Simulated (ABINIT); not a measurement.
# AlCo (Pm-3m) in ABINIT: notebook, part 2 of 2

ABINIT 10.8.3 (patched build).

### Step 4. Relaxation of cell and atoms, PBE, collinear spin, ferromagnetic start, target pressure 10 GPa, at which the enthalpy is minimised

Input file run.abi:

```
# Pseudopotentials
pp_dirpath "./"
pseudos "Co.GGA_PBE-JTH.xml, Al.GGA_PBE-JTH.xml"

# Structure
acell 2.81940321 2.81940321 2.81940321 Angstrom
rprim
     1.0000000000     0.0000000000     0.0000000000
     0.0000000000     1.0000000000     0.0000000000
     0.0000000000     0.0000000000     1.0000000000
ntypat 2
znucl 27 13
natom 2
typat 1 2
xred
     0.5000000000     0.5000000000     0.5000000000
     0.0000000000     0.0000000000     0.0000000000
chkprim 0
chksymtnons 0
tolsym 1.0e-6

# Plane-wave basis
ecut 707.496042 eV
pawecutdg 48.0
pawxcdev 0

# k points
kptopt 1
ngkpt 7 7 7
nshiftk 1
shiftk 0.0 0.0 0.0

# Exchange and correlation
ixc 11

# Bands and occupations
nband 15
occopt 3
tsmear 0.05 eV

# Spin
nsppol 2
spinat
     0.0000000000     0.0000000000     2.0000000000
     0.0000000000     0.0000000000     0.0000000000

# SCF cycle
nstep 100
tolvrs 1.0e-9

# Output
iomode 3
prtwf 0
prtden 0
prteig 0
prtebands 0
enunit 2

# Relaxation
ionmov 2
ntime 60
tolmxf 0.0001
optcell 2
dilatmx 1.08
ecutsm 0.5
strtarget 3*-3.398931e-04 3*0.0
```

Potentials or basis: JTH PAW PBE v2.0.

Run with:

```console
> abinit run.abi > log 2>&1
```

run.abo:

```text
.Version 10.8.3 of ABINIT
 Symmetries : space group Pm -3 m (#221); Bravais cP (primitive cubic)
================================================================================
 Values of the parameters that define the memory need of the present run
     intxc =       0    ionmov =       2      iscf =      17    lmnmax =      18
     lnmax =       6     mgfft =      30  mpssoang =       3    mqgrid =    3001
     natom =       2  nloc_mem =       2    nspden =       2   nspinor =       1
    nsppol =       2      nsym =      48    n1xccc =       1    ntypat =       2
    occopt =       3   xclevel =       2
       mpw =        1225          nfft =       27000          nkpt =          20
 PAW method is used; the additional fine FFT grid is defined by:
   mgfftf=        36    nfftf =     46656
================================================================================
================================================================================

--------------------------------------------------------------------------------
------------- Echo of variables that govern the present computation ------------
--------------------------------------------------------------------------------
 -outvars: echo values of preprocessed input variables --------
            acell      5.3278999054E+00  5.3278999054E+00  5.3278999054E+00 Bohr
              amu      5.89332000E+01  2.69815390E+01
          chkprim           0
      chksymtnons           0
          dilatmx      1.08000000E+00
             ecut      2.60000000E+01 Hartree
           ecutsm      5.00000000E-01 Hartree
           enunit           2
           ionmov           2
              ixc          11
         kptrlatt        7    0    0      0    7    0      0    0    7
          kptrlen      3.72952993E+01
            natom           2
            nband          15
            ngfft          30      30      30
          ngfftdg          36      36      36
             nkpt          20
           nspden           2
           nsppol           2
            nstep         100
             nsym          48
            ntime          60
           ntypat           2
           occopt           3
          optcell           2
        pawecutdg      4.80000000E+01 Hartree
         pawxcdev           0
           prtden           0
        prtebands           0
           prteig           0
            prtwf           0
          spgroup         221
[... 455 lines left out ...]
 Fermi (or HOMO) energy (eV) =  13.70890   Average Vxc (eV)= -11.97080
 Eigenvalues (   eV  ) for nkpt=  20  k points, SPIN UP:
 kpt#   1, nband= 15, wtk=  0.00292, kpt=  0.0000  0.0000  0.0000 (reduced coord)
 -81.08961  -44.37705  -44.37705  -44.37705    2.32362   10.56041   10.56041   12.85273
  12.85273   12.85273   19.94415   19.94415   19.94415   22.69010   22.69010
 prteigrs : prtvol=0 or 1, do not print more k-points.

 Eigenvalues (   eV  ) for nkpt=  20  k points, SPIN DOWN:
 kpt#   1, nband= 15, wtk=  0.00292, kpt=  0.0000  0.0000  0.0000 (reduced coord)
 -81.08961  -44.37705  -44.37705  -44.37705    2.32362   10.56041   10.56041   12.85273
  12.85273   12.85273   19.94415   19.94415   19.94415   22.69010   22.69010
 prteigrs : prtvol=0 or 1, do not print more k-points.

--- !EnergyTerms
iteration_state     : {dtset: 1, itime: 3, icycle: 1, }
comment             : Components of total free energy in Hartree
kinetic             :  1.29895411884148E+01
hartree             :  4.79443167105903E+01
xc                  : -4.33885761221123E+00
Ewald energy        : -8.74657720429319E+01
psp_core            :  1.53978250050594E+00
local_psp           : -1.45427726474114E+02
PAW spherical_terms :  2.62030031404148E+01
internal            : -1.48555712589331E+02
'-kT*entropy'       : -1.31851633946007E-04
total_energy        : -1.48555844440965E+02
total_energy_eV     : -4.04241046218097E+03
...

--- !EnergyTermsDC
iteration_state     : {dtset: 1, itime: 3, icycle: 1, }
comment             : '"Double-counting" decomposition of free energy'
band_energy         : -1.10715611721310E+01
Ewald energy        : -8.74657720429319E+01
psp_core            :  1.53978250050594E+00
xc_dc               : -4.69218244996281E+01
PAW spherical_terms : -4.63632685100104E+00
internal            : -1.48555702065186E+02
'-kT*entropy'       : -1.31851633946007E-04
total_energy_dc     : -1.48555833916820E+02
total_energy_dc_eV  : -4.04241017580440E+03
...

--- !EnergyTermsWithPAWCore
iteration_state     : {dtset: 1, itime: 3, icycle: 1, }
comment             : 'Components of total free energy, including PAW core contributions'
Total energy        : -1.63631429913002E+03
Total energy DC     : -1.63631428860588E+03
Total energy (eV)   : -4.45263804134488E+04
Total energy DC (eV): -4.45263801270722E+04
...

 Cartesian components of stress tensor (hartree/bohr^3)
  sigma(1 1)= -3.40379510E-04  sigma(3 2)=  0.00000000E+00
  sigma(2 2)= -3.40379510E-04  sigma(3 1)=  0.00000000E+00
  sigma(3 3)= -3.40379510E-04  sigma(2 1)=  0.00000000E+00

-Cartesian components of stress tensor (GPa)         [Pressure=  1.0014E+01 GPa]
- sigma(1 1)= -1.00143109E+01  sigma(3 2)=  0.00000000E+00
- sigma(2 2)= -1.00143109E+01  sigma(3 1)=  0.00000000E+00
- sigma(3 3)= -1.00143109E+01  sigma(2 1)=  0.00000000E+00

== END DATASET(S) ==============================================================
================================================================================

 -outvars: echo values of variables after computation  --------
            acell      5.3010000150E+00  5.3010000150E+00  5.3010000150E+00 Bohr
           etotal     -1.4855583392E+02
            fcart     -0.0000000000E+00 -0.0000000000E+00 -0.0000000000E+00
                      -0.0000000000E+00 -0.0000000000E+00 -0.0000000000E+00
           strten     -3.4037951029E-04 -3.4037951029E-04 -3.4037951029E-04
                       0.0000000000E+00  0.0000000000E+00  0.0000000000E+00
           xangst      1.4025842005E+00  1.4025842005E+00  1.4025842005E+00
                       0.0000000000E+00  0.0000000000E+00  0.0000000000E+00
             xred      5.0000000000E-01  5.0000000000E-01  5.0000000000E-01
                       0.0000000000E+00  0.0000000000E+00  0.0000000000E+00
 Calculation completed.
```

Run time: 88 s. Hardware: 1 thread of Arm Neoverse V1, shared host; peak memory 0.14 GiB.

Results:

```
Free energy                                            : -4042.4102 eV
Relaxed volume                                         : 11.04 Å³/atom
Relaxed cell                                           : a = 2.805 Å, b = 2.805 Å, c = 2.805 Å, α = 90.00°, β = 90.00°, γ = 90.00°
Space group after relaxing (to 0.05 Å)                 : Pm-3m (No. 221)
Energy change on relaxing (the enthalpy is what falls) : +8.8 meV/atom
Ionic steps                                            : 3
Pressure after relaxing                                : 10.0 GPa
Band gap on the k mesh                                 : none (metal or under the smearing width)
Net moment                                             : 0.00 μB per cell
Valence electrons inside the program's atomic spheres  : Co 15.72; Al 0.87
```

The path:
| step | energy change (eV) | largest force (eV/Å) | pressure (GPa) | volume (Å³) |
| --- | --- | --- | --- | --- |
| 1 | 0.0000 | 0.0000 | 6.71 | 22.41 |
| 2 | 0.0109 | 0.0000 | 8.88 | 22.19 |
| 3 | 0.0176 | 0.0000 | 10.01 | 22.07 |

Final structure:
```
Co Al
1.0
     2.80517    0.00000    0.00000
     0.00000    2.80517    0.00000
     0.00000    0.00000    2.80517
Co Al
1 1
Direct
  0.50000 0.50000 0.50000
  0.00000 0.00000 0.00000
```

Caveat: the starting moments collapsed, and a magnetic state may lie lower.

### Step 5. Relaxation of cell and atoms, PBE, collinear spin, ferromagnetic start, target pressure 20 GPa, at which the enthalpy is minimised

Edit run.abi of step 4 so:

```diff
@@ -65,2 +65,2 @@
 ecutsm 0.5
-strtarget 3*-3.398931e-04 3*0.0
+strtarget 3*-6.797862e-04 3*0.0
```

Run with:

```console
> abinit run.abi > log 2>&1
```

Wall time 2 min (1 thread of Arm Neoverse V1, shared host); peak memory 0.14 GiB.

The run converged. Its results:

```yaml
Free_energy: -4042.3268 eV
Relaxed_volume: 10.59 Å³/atom
Relaxed_cell: a = 2.766 Å, b = 2.766 Å, c = 2.766 Å, α = 90.00°, β = 90.00°, γ = 90.00°
Space_group_after_relaxing_to_0.05_Å: Pm-3m (No. 221)
Energy_change_on_relaxing_the_enthalpy_is_what_falls: +50.5 meV/atom
Ionic_steps: 4
Pressure_after_relaxing: 20.0 GPa
Band_gap_on_the_k_mesh: none (metal or under the smearing width)
Net_moment: 0.00 μB per cell
Valence_electrons_inside_the_program's_atomic_spheres: Co 15.79; Al 0.91
```

Step by step:
| step | energy change (eV) | largest force (eV/Å) | pressure (GPa) | volume (Å³) |
| --- | --- | --- | --- | --- |
| 1 | 0.0000 | 0.0000 | 6.71 | 22.41 |
| 2 | 0.0628 | 0.0000 | 15.99 | 21.51 |
| 3 | 0.1034 | 0.0000 | 20.23 | 21.15 |
| 4 | 0.1010 | 0.0000 | 19.99 | 21.17 |

Final structure:
```xyz
2
Lattice="2.7665 0.0000 0.0000 0.0000 2.7665 0.0000 0.0000 0.0000 2.7665" Properties=species:S:1:pos:R:3 pbc="T T T"
Co    1.3832    1.3832    1.3832
Al    0.0000    0.0000    0.0000
```

Levels at points of the mesh, in eV from the Fermi level:
Spin up:
```csv
k point,band 6,band 7,band 8,band 9,band 10,band 11,band 12,band 13,band 14,band 15
"(0.00, 0.00, 0.00)",-3.36,-3.36,-0.91,-0.91,-0.91,6.46,6.46,6.46,9.16,9.16
```
Spin down:
```
           k point  band 6  band 7  band 8  band 9  band 10  band 11  band 12  band 13  band 14  band 15
(0.00, 0.00, 0.00)   -3.36   -3.36   -0.91   -0.91    -0.91     6.46     6.46     6.46     9.16     9.16
```

Caveat: the starting moments collapsed, and a magnetic state may lie lower.
